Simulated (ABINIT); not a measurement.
A calculation with ABINIT 10.8.3 (patched build) of In (ASE script, Cartesian positions):

The input run.py:

```python
import json, os
import numpy as np
from ase.units import GPa
from ase.calculators.abinit import Abinit, AbinitProfile
from ase.io import read

atoms = read('In.xyz')

profile = AbinitProfile(command='abinit', pp_paths=[os.path.abspath('pseudos')])
params = dict(
    pps='pawxml', xc='PBE',
    ecut=598.6505,
    pawecutdg=1197.301,
    kptopt=1,
    ngkpt=[11, 11, 11],
    nshiftk=1,
    shiftk=[0.0, 0.0, 0.0],
    ixc=11,
    nband=11,
    occopt=3,
    tsmear=0.05,
    nstep=100,
    tolvrs=1e-09,
    prtwf=0,
    prtden=0,
)

atoms.calc = Abinit(profile=profile, directory='run', **params)
energy = atoms.get_potential_energy()
forces = atoms.get_forces()
stress = atoms.get_stress()
print(f'energy {energy:.6f} eV')
print('forces (eV/A)')
print(np.round(forces, 5))
print('stress (GPa, Voigt, tension positive)', np.round(stress / GPa, 4))
json.dump(dict(energy=energy, forces=forces.tolist(), stress=stress.tolist(), cell=atoms.cell.tolist(), frac=atoms.get_scaled_positions(wrap=False).tolist()), open('results.json', 'w'))
```

File In.xyz:

```xyz
1
Lattice="-1.6254700000 1.6254700000 2.4737000000 1.6254700000 -1.6254700000 2.4737000000 1.6254700000 1.6254700000 -2.4737000000" Properties=species:S:1:pos:R:3 pbc="T T T"
In     0.0000000000      0.0000000000      0.0000000000
```

Potentials or basis: JTH PAW PBE v2.0.

The run is started by

```console
$ python run.py
```

Problem. Write the same calculation in another form: native input, structure from a POSCAR.

Solution. As run:

The input run.abi:

```
pp_dirpath "./"
pseudos "In.GGA_PBE-JTH.xml"

structure "poscar:POSCAR"
natom 1

ecut 22.0
pawecutdg 44.0

kptopt 1
ngkpt 11 11 11
nshiftk 1
shiftk 0.0 0.0 0.0

ixc 11

nband 11
occopt 3
tsmear 0.00183747

nstep 100
tolvrs 1.0e-9

iomode 3
prtwf 0
prtden 0
prteig 0
prtebands 0
enunit 2
```

Contents of POSCAR:

```
In
1.0
   -1.6254700000      1.6254700000      2.4737000000
    1.6254700000     -1.6254700000      2.4737000000
    1.6254700000      1.6254700000     -2.4737000000
In
1
Direct
    0.0000000000      0.0000000000      0.0000000000  In
```

Potentials or basis: JTH PAW PBE v2.0.

Command:

```sh
$ abinit run.abi > log 2>&1
```

Both were run:

|  | ASE script, Cartesian positions | native input, structure from a POSCAR |
| --- | --- | --- |
| Pressure | 2.0 GPa | 2.0 GPa |
| Band gap on the k mesh | none (metal or under the smearing width) | none (metal or under the smearing width) |
| Valence electrons inside the program's atomic spheres | In 11.12 (radii [1.3264] Å) | In 11.12 (radii [1.3264] Å) |

Keys that steer only the numerical path or the files written may differ.
